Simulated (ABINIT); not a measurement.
# LiCl (Fm-3m) in ABINIT: further runs

The runs below take LiCl through equation of state, band structure, with LDA, WC.

Program: ABINIT 10.8.3 (patched build). These are calculated values, not measurements. Logs are shortened: lines on timing, memory, paths and dates and some standing lists are left out, and cuts for length are marked. The log counts tension as positive stress, the text compression.

## 1. Starting point

Symmetry: Fm-3m, No. 225, cubic system. Conventional cell: a = 5.130 Å, b = 5.130 Å, c = 5.130 Å, α = 90.00°, β = 90.00°, γ = 90.00°. Cl (site symmetry m-3m) has 6 Li at 2.56 Å as nearest neighbours. Li (site symmetry m-3m) is surrounded by 6 Cl at 2.56 Å.

## 2. Equation of state, LDA

run.abi

```
ndtset 7
getwfk -1
scalecart1 3*0.9795861087
scalecart2 3*0.9864848297
scalecart3 3*0.9932883884
scalecart4 3*1.0000000000
scalecart5 3*1.0066227096
scalecart6 3*1.0131594038
scalecart7 3*1.0196128224

pp_dirpath "./"
pseudos "Cl.hgh, Li.hgh"

acell 3.6271325184 3.6271325184 3.6271325184 Angstrom
rprim
     0.0000000000     0.7071067812     0.7071067812
     0.7071067812     0.0000000000     0.7071067812
     0.7071067812     0.7071067812     0.0000000000
ntypat 2
znucl 17 3
natom 2
typat 1 2
xred
     0.5000000000     0.5000000000     0.5000000000
     0.0000000000     0.0000000000     0.0000000000

ecut 32.0

kptopt 1
ngkpt 9 9 9
nshiftk 1
shiftk 0.0 0.0 0.0

ixc 7

nband 8
occopt 3
tsmear 0.00183747

nstep 100
tolvrs 1.0e-10

iomode 3
prtwf 1
prtden 0
prteig 0
prtebands 0
enunit 1
```

Potentials or basis: HGH LDA.

Started as:

```
$ abinit run.abi > log 2>&1
```

run.abo:

```text
.Version 10.8.3 of ABINIT
 DATASET    1 : space group Fm -3 m (#225); Bravais cF (face-center cubic)
================================================================================
 Values of the parameters that define the memory need for DATASET  1.
     intxc =       0    ionmov =       0      iscf =       7    lmnmax =       3
     lnmax =       3     mgfft =      36  mpssoang =       2    mqgrid =    3001
     natom =       2  nloc_mem =       1    nspden =       1   nspinor =       1
    nsppol =       1      nsym =      48    n1xccc =       0    ntypat =       2
    occopt =       3   xclevel =       1
       mpw =        1868          nfft =       46656          nkpt =          35
================================================================================
================================================================================
[... 61 lines left out ...]
 DATASET    7 : space group Fm -3 m (#225); Bravais cF (face-center cubic)
================================================================================
 Values of the parameters that define the memory need for DATASET  7.
     intxc =       0    ionmov =       0      iscf =       7    lmnmax =       3
     lnmax =       3     mgfft =      36  mpssoang =       2    mqgrid =    3001
     natom =       2  nloc_mem =       1    nspden =       1   nspinor =       1
    nsppol =       1      nsym =      48    n1xccc =       0    ntypat =       2
    occopt =       3   xclevel =       1
       mpw =        2106          nfft =       46656          nkpt =          35
================================================================================
================================================================================

--------------------------------------------------------------------------------
------------- Echo of variables that govern the present computation ------------
--------------------------------------------------------------------------------
 -outvars: echo values of preprocessed input variables --------
            acell      6.8542870822E+00  6.8542870822E+00  6.8542870822E+00 Bohr
              amu      3.54527000E+01  6.94100000E+00
             ecut      3.20000000E+01 Hartree
           enunit           1
           getwfk          -1
              ixc           7
           jdtset        1    2    3    4    5    6    7
         kptrlatt        9    0    0      0    9    0      0    0    9
          kptrlen1     6.04292797E+01
          kptrlen2     6.08548520E+01
          kptrlen3     6.12745539E+01
          kptrlen4     6.16885837E+01
          kptrlen5     6.20971293E+01
          kptrlen6     6.25003687E+01
          kptrlen7     6.28984710E+01
            natom           2
            nband           8
           ndtset           7
            ngfft          36      36      36
             nkpt          35
            nstep         100
             nsym          48
           ntypat           2
           occopt           3
           prtden           0
        prtebands           0
           prteig           0
            rprim1     0.0000000000E+00  6.9267198023E-01  6.9267198023E-01
                       6.9267198023E-01  0.0000000000E+00  6.9267198023E-01
                       6.9267198023E-01  6.9267198023E-01  0.0000000000E+00
            rprim2     0.0000000000E+00  6.9755011263E-01  6.9755011263E-01
                       6.9755011263E-01  0.0000000000E+00  6.9755011263E-01
                       6.9755011263E-01  6.9755011263E-01  0.0000000000E+00
            rprim3     0.0000000000E+00  7.0236095512E-01  7.0236095512E-01
                       7.0236095512E-01  0.0000000000E+00  7.0236095512E-01
                       7.0236095512E-01  7.0236095512E-01  0.0000000000E+00
            rprim4     0.0000000000E+00  7.0710678120E-01  7.0710678120E-01
                       7.0710678120E-01  0.0000000000E+00  7.0710678120E-01
                       7.0710678120E-01  7.0710678120E-01  0.0000000000E+00
            rprim5     0.0000000000E+00  7.1178974407E-01  7.1178974407E-01
                       7.1178974407E-01  0.0000000000E+00  7.1178974407E-01
                       7.1178974407E-01  7.1178974407E-01  0.0000000000E+00
            rprim6     0.0000000000E+00  7.1641188486E-01  7.1641188486E-01
                       7.1641188486E-01  0.0000000000E+00  7.1641188486E-01
                       7.1641188486E-01  7.1641188486E-01  0.0000000000E+00
            rprim7     0.0000000000E+00  7.2097514092E-01  7.2097514092E-01
                       7.2097514092E-01  0.0000000000E+00  7.2097514092E-01
                       7.2097514092E-01  7.2097514092E-01  0.0000000000E+00
          spgroup         225
           tolvrs      1.00000000E-10
           tsmear      1.83747000E-03 Hartree
            typat      1  2
           xangst1     2.5124130641E+00  2.5124130641E+00  2.5124130641E+00
                       0.0000000000E+00  0.0000000000E+00  0.0000000000E+00
           xangst2     2.5301066967E+00  2.5301066967E+00  2.5301066967E+00
                       0.0000000000E+00  0.0000000000E+00  0.0000000000E+00
           xangst3     2.5475562600E+00  2.5475562600E+00  2.5475562600E+00
                       0.0000000000E+00  0.0000000000E+00  0.0000000000E+00
           xangst4     2.5647700001E+00  2.5647700001E+00  2.5647700001E+00
                       0.0000000000E+00  0.0000000000E+00  0.0000000000E+00
           xangst5     2.5817557270E+00  2.5817557270E+00  2.5817557270E+00
                       0.0000000000E+00  0.0000000000E+00  0.0000000000E+00
           xangst6     2.5985208442E+00  2.5985208442E+00  2.5985208442E+00
                       0.0000000000E+00  0.0000000000E+00  0.0000000000E+00
           xangst7     2.6150723786E+00  2.6150723786E+00  2.6150723786E+00
                       0.0000000000E+00  0.0000000000E+00  0.0000000000E+00
            xcart1     4.7477726063E+00  4.7477726063E+00  4.7477726063E+00
                       0.0000000000E+00  0.0000000000E+00  0.0000000000E+00
            xcart2     4.7812087262E+00  4.7812087262E+00  4.7812087262E+00
                       0.0000000000E+00  0.0000000000E+00  0.0000000000E+00
            xcart3     4.8141836217E+00  4.8141836217E+00  4.8141836217E+00
                       0.0000000000E+00  0.0000000000E+00  0.0000000000E+00
            xcart4     4.8467128761E+00  4.8467128761E+00  4.8467128761E+00
                       0.0000000000E+00  0.0000000000E+00  0.0000000000E+00
            xcart5     4.8788112480E+00  4.8788112480E+00  4.8788112480E+00
                       0.0000000000E+00  0.0000000000E+00  0.0000000000E+00
            xcart6     4.9104927279E+00  4.9104927279E+00  4.9104927279E+00
                       0.0000000000E+00  0.0000000000E+00  0.0000000000E+00
            xcart7     4.9417705949E+00  4.9417705949E+00  4.9417705949E+00
                       0.0000000000E+00  0.0000000000E+00  0.0000000000E+00
             xred      5.0000000000E-01  5.0000000000E-01  5.0000000000E-01
                       0.0000000000E+00  0.0000000000E+00  0.0000000000E+00
            znucl       17.00000    3.00000

================================================================================

 chkinp: Checking input parameters for consistency, jdtset=   1.

 chkinp: Checking input parameters for consistency, jdtset=   2.

 chkinp: Checking input parameters for consistency, jdtset=   3.

 chkinp: Checking input parameters for consistency, jdtset=   4.
[... 22 lines left out ...]
 Real(R)+Recip(G) space primitive vectors, cartesian coordinates (Bohr,Bohr^-1):
 R(1)=  0.0000000  4.7477726  4.7477726  G(1)= -0.1053125  0.1053125  0.1053125
 R(2)=  4.7477726  0.0000000  4.7477726  G(2)=  0.1053125 -0.1053125  0.1053125
 R(3)=  4.7477726  4.7477726  0.0000000  G(3)=  0.1053125  0.1053125 -0.1053125
 Unit cell volume ucvol=  2.1404236E+02 bohr^3
 Angles (23,13,12)=  6.00000000E+01  6.00000000E+01  6.00000000E+01 degrees

 getcut: wavevector=  0.0000  0.0000  0.0000  ngfft=  36  36  36
         ecut(hartree)=     32.000   => boxcut(ratio)=   2.10551

--- Pseudopotential description ------------------------------------------------
- pspini: atom type   1  psp file is ./Cl.hgh
    3    1    1    0      2001   0.00000      pspcod,pspxc,lmax,lloc,mmax,r2well

 pspatm : COMMENT -
  the projectors are not normalized,
  so that the KB energies are not consistent with
  definition in PRB44, 8503 (1991).
  However, this does not influence the results obtained hereafter.

- pspini: atom type   2  psp file is ./Li.hgh
    3    1    1    0      2001   0.00000      pspcod,pspxc,lmax,lloc,mmax,r2well

 pspatm : COMMENT -
  the projectors are not normalized,
  so that the KB energies are not consistent with
  definition in PRB44, 8503 (1991).
  However, this does not influence the results obtained hereafter.

  -3.29533741E+01                                ecore*ucvol(ha*bohr**3)
--------------------------------------------------------------------------------

================================================================================

--- !BeginCycle
iteration_state: {dtset: 1, }
solver: {iscf: 7, nstep: 100, nline: 4, wfoptalg: 0, }
tolerances: {tolvrs: 1.00E-10, }
...

     iter   Etot(hartree)      deltaE(h)  residm     vres2
 ETOT  1  -15.343546860467    -1.534E+01 4.025E-02 1.698E+02
 ETOT  2  -15.381972686853    -3.843E-02 1.009E-03 9.228E+00
 ETOT  3  -15.384092587820    -2.120E-03 1.509E-04 4.429E-01
 ETOT  4  -15.384152794786    -6.021E-05 3.838E-04 1.506E-03
 ETOT  5  -15.384152891436    -9.665E-08 1.050E-05 8.580E-05
 ETOT  6  -15.384152897082    -5.645E-09 3.785E-05 1.348E-06
 ETOT  7  -15.384152897177    -9.516E-11 1.198E-06 7.641E-09
 ETOT  8  -15.384152897178    -8.278E-13 5.677E-06 1.730E-11
[... 973 lines left out ...]
 Cartesian components of stress tensor (hartree/bohr^3)
  sigma(1 1)=  1.57354324E-04  sigma(3 2)=  0.00000000E+00
  sigma(2 2)=  1.57354324E-04  sigma(3 1)=  0.00000000E+00
  sigma(3 3)=  1.57354324E-04  sigma(2 1)=  0.00000000E+00

-Cartesian components of stress tensor (GPa)         [Pressure= -4.6295E+00 GPa]
- sigma(1 1)=  4.62952406E+00  sigma(3 2)=  0.00000000E+00
- sigma(2 2)=  4.62952406E+00  sigma(3 1)=  0.00000000E+00
- sigma(3 3)=  4.62952406E+00  sigma(2 1)=  0.00000000E+00

== END DATASET(S) ==============================================================
================================================================================

 -outvars: echo values of variables after computation  --------
            acell      6.8542870822E+00  6.8542870822E+00  6.8542870822E+00 Bohr
           etotal1    -1.5384152897E+01
           etotal2    -1.5383960230E+01
           etotal3    -1.5383669811E+01
           etotal4    -1.5383287107E+01
           etotal5    -1.5382829584E+01
           etotal6    -1.5382302114E+01
           etotal7    -1.5381710567E+01
            fcart1    -0.0000000000E+00 -0.0000000000E+00 -0.0000000000E+00
                      -0.0000000000E+00 -0.0000000000E+00 -0.0000000000E+00
            fcart2    -0.0000000000E+00 -0.0000000000E+00 -0.0000000000E+00
                      -0.0000000000E+00 -0.0000000000E+00 -0.0000000000E+00
            fcart3    -0.0000000000E+00 -0.0000000000E+00 -0.0000000000E+00
                      -0.0000000000E+00 -0.0000000000E+00 -0.0000000000E+00
            fcart4    -0.0000000000E+00 -0.0000000000E+00 -0.0000000000E+00
                      -0.0000000000E+00 -0.0000000000E+00 -0.0000000000E+00
            fcart5    -0.0000000000E+00 -0.0000000000E+00 -0.0000000000E+00
                      -0.0000000000E+00 -0.0000000000E+00 -0.0000000000E+00
            fcart6    -0.0000000000E+00 -0.0000000000E+00 -0.0000000000E+00
                      -0.0000000000E+00 -0.0000000000E+00 -0.0000000000E+00
            fcart7    -0.0000000000E+00 -0.0000000000E+00 -0.0000000000E+00
                      -0.0000000000E+00 -0.0000000000E+00 -0.0000000000E+00
            rprim1     0.0000000000E+00  6.9267198023E-01  6.9267198023E-01
[... 30 lines left out ...]
           strten6     1.4486381997E-04  1.4486381997E-04  1.4486381997E-04
                       0.0000000000E+00  0.0000000000E+00  0.0000000000E+00
           strten7     1.5735432444E-04  1.5735432444E-04  1.5735432444E-04
                       0.0000000000E+00  0.0000000000E+00  0.0000000000E+00
           xangst1     2.5124130641E+00  2.5124130641E+00  2.5124130641E+00
                       0.0000000000E+00  0.0000000000E+00  0.0000000000E+00
           xangst2     2.5301066967E+00  2.5301066967E+00  2.5301066967E+00
                       0.0000000000E+00  0.0000000000E+00  0.0000000000E+00
           xangst3     2.5475562600E+00  2.5475562600E+00  2.5475562600E+00
                       0.0000000000E+00  0.0000000000E+00  0.0000000000E+00
           xangst4     2.5647700001E+00  2.5647700001E+00  2.5647700001E+00
                       0.0000000000E+00  0.0000000000E+00  0.0000000000E+00
           xangst5     2.5817557270E+00  2.5817557270E+00  2.5817557270E+00
                       0.0000000000E+00  0.0000000000E+00  0.0000000000E+00
           xangst6     2.5985208442E+00  2.5985208442E+00  2.5985208442E+00
                       0.0000000000E+00  0.0000000000E+00  0.0000000000E+00
           xangst7     2.6150723786E+00  2.6150723786E+00  2.6150723786E+00
                       0.0000000000E+00  0.0000000000E+00  0.0000000000E+00
             xred      5.0000000000E-01  5.0000000000E-01  5.0000000000E-01
                       0.0000000000E+00  0.0000000000E+00  0.0000000000E+00
 Calculation completed.
```

It took 36 s on 1 thread of AMD EPYC 9R45 (Zen 5), shared host; peak memory 0.1 GiB.

What came out:

* Equilibrium volume: 15.47 Å³/atom (rough: see the caveat)
* Bulk modulus: 38 GPa (rough)

Energy against volume, from the lowest point:
| volume (Å³/atom) | energy (meV/atom) |
| --- | --- |
| 15.859 | 0.00 |
| 16.196 | 2.62 |
| 16.534 | 6.57 |
| 16.871 | 11.78 |
| 17.209 | 18.00 |
| 17.546 | 25.18 |
| 17.883 | 33.23 |

Caveat: the cutoff is too short for stress, so the log's stress isn't used; pressures at fixed basis lie under the slope of the energies; the minimum lies outside the volumes run; HGH potentials are hard and often keep d shells in the core, so these values are rough.

(Continued in part 2 of 2.)
